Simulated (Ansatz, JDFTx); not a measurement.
This is a calculation of MnS for Ansatz 0.2.0. 

Contents of input.yaml:

```yaml
crystal:
  lattice:
    - [0.0, 2.6045, 2.6045]
    - [2.6045, 0.0, 2.6045]
    - [2.6045, 2.6045, 0.0]
  atoms:
    - { symbol: Mn, position: [0.0, 0.0, 0.0], spin: 4.0 }
    - { symbol: S, position: [0.5, 0.5, 0.5] }
hamiltonian:
  xc: pbesol
  pseudopotentials: { kind: paw }
magnetization:
  spin_polarized: true
kpoints:
  mp_grid: { grid: [9, 9, 9] }
scf:
  occupations: { method: gaussian, width: 0.1 }
output:
  forces: true
  stress: true
  eigenvalues: true
```

Potentials or basis: Ansatz PAW.

Run with:

```sh
$ ansatz run input.yaml --threads 2 --pin off --max-ram 5632MiB --backend cpu --events-out ev --progress --plain --runs-dir out
```

Q: Translate it to JDFTx 1.7.0 (patched build). Potentials or basis there: PseudoDojo-SR-PBEsol-0.4.1-standard with smoothed tails, cutoff 1306 eV.

A: As run (cutoffs and basis follow the program's own potentials, and thresholds, step limits or extra output files can differ):

MnS.in

```
include MnS.lattice
coords-type Lattice
include MnS.ionpos

ion-species pseudo/Mn.upf
ion-species pseudo/S.upf
elec-cutoff 48 384
elec-ex-corr gga-PBEsol
kpoint-folding 9 9 9
elec-smearing Gauss 0.0018374661
elec-n-bands 19
spintype z-spin
initial-magnetic-moments Mn 4
elec-initial-magnetization 4 no
electronic-SCF nIterations 100 energyDiffThreshold 1e-09
electronic-minimize nIterations 30 energyDiffThreshold 1e-7
converge-empty-states yes
forces-output-coords Cartesian

dump-name run.$VAR
dump End Ecomponents EigStats BandEigs Kpoints Forces Stress
```

MnS.lattice

```
lattice \
    0.0000000000     4.9217916916     4.9217916916 \
    4.9217916916     0.0000000000     4.9217916916 \
    4.9217916916     4.9217916916     0.0000000000
```

File MnS.ionpos:

```
ion Mn     0.0000000000     0.0000000000     0.0000000000 1
ion S      0.5000000000     0.5000000000     0.5000000000 1
```

Potentials or basis: PseudoDojo-SR-PBEsol-0.4.1-standard with smoothed tails.

Run with:

```console
$ jdftx -c 1 -i MnS.in -o MnS.out
```

Both were run:

|  | Ansatz | JDFTx |
| --- | --- | --- |
| Pressure | -7.3 GPa | -6.7 GPa |
| Net moment | 4.69 μB per cell | 4.72 μB per cell |
| Absolute moment | 4.69 μB per cell | 4.72 μB per cell |

Ansatz's pressure holds a Pulay term of +0.03 GPa for its cutoff of 420 eV, which the other run lacks.

Ansatz's potentials were made for PBE.

Where Ansatz's input types no cutoff or centring, it takes its own default and a Γ-centred mesh.

The magnetic state is the one that the start led to; the real crystal's order can differ.

Pressure is positive in compression.
